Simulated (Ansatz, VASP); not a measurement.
## Two plane-wave programs on Co

Contents of INCAR:

```
ALGO     = Normal         # electronic algorithm
EDIFF    = 1E-6           # SCF threshold, eV
ENCUT    = 520            # plane-wave cutoff, eV
GGA      = PE             # functional
ISIF     = 2              # what is computed and relaxed
ISMEAR   = 0              # smearing method
ISPIN    = 2              # spin polarisation
LASPH    = True           # aspherical terms in the spheres
LCHARG   = False          # write CHGCAR
LMAXMIX  = 4              # l up to which the mixer works
LORBIT   = 11             # projections on sites
LREAL    = False          # projectors in reciprocal space
LWAVE    = False          # write WAVECAR
MAGMOM   = 3              # initial moments
NBANDS   = 14             # bands
NELM     = 150            # most SCF steps
PREC     = Accurate       # precision mode
SIGMA    = 0.1            # smearing width, eV
```

File KPOINTS:

```
k-points
0
Gamma
  8 8 8
```

The input POSCAR:

```
Co
1.0
    0.0000000000      2.0599454364      2.0599454364
    2.0599454364      0.0000000000      2.0599454364
    2.0599454364      2.0599454364      0.0000000000
Co
1
Direct
    0.0000000000      0.0000000000      0.0000000000
```

Input for Ansatz:

```yaml
crystal:
  lattice:
    - [0.0, 2.0599454364, 2.0599454364]
    - [2.0599454364, 0.0, 2.0599454364]
    - [2.0599454364, 2.0599454364, 0.0]
  atoms:
    - { symbol: Co, position: [0.0, 0.0, 0.0], spin: 3.0 }
basis:
  ecutwfc: 420
kpoints:
  mp_grid: { grid: [8, 8, 8] }
hamiltonian:
  xc: pbe
scf:
  occupations: { method: gaussian, width: 0.1 }
  lower_state_search: "off"
output:
  forces: true
  stress: true
  eigenvalues: true
  populations: true
magnetization:
  spin_polarized: true
```

Alike in both runs: task single point; functional PBE; k mesh 8 × 8 × 8; occupations gaussian, width 0.1 eV; collinear spin.

|  | VASP | Ansatz |
| --- | --- | --- |
| version | VASP 6.6.1 | Ansatz 0.2.0 |
| potentials or method | VASP PAW PBE potentials, release 64 (Co) | scalar-relativistic, plane waves, PAW |
| plane-wave cutoff (eV) | 520 | 420 |
| valence electrons in the cell | 9 | 17 |

|  | VASP | Ansatz | Ansatz less VASP |
| --- | --- | --- | --- |
| gap on the k mesh at the Fermi level (eV) | none | none | - |
| net moment per atom (μB) | 1.98 | 2.01 | +0.030 |
| size of the moment on the site where the two differ most (μB) | 2.05 | 2.10 | +0.046 |

Site moments also hang on the region over which each program counts them. A gap of «none» marks a metal or a gap that the smearing closes. The two sets of potentials don't hold the same shells in valence.
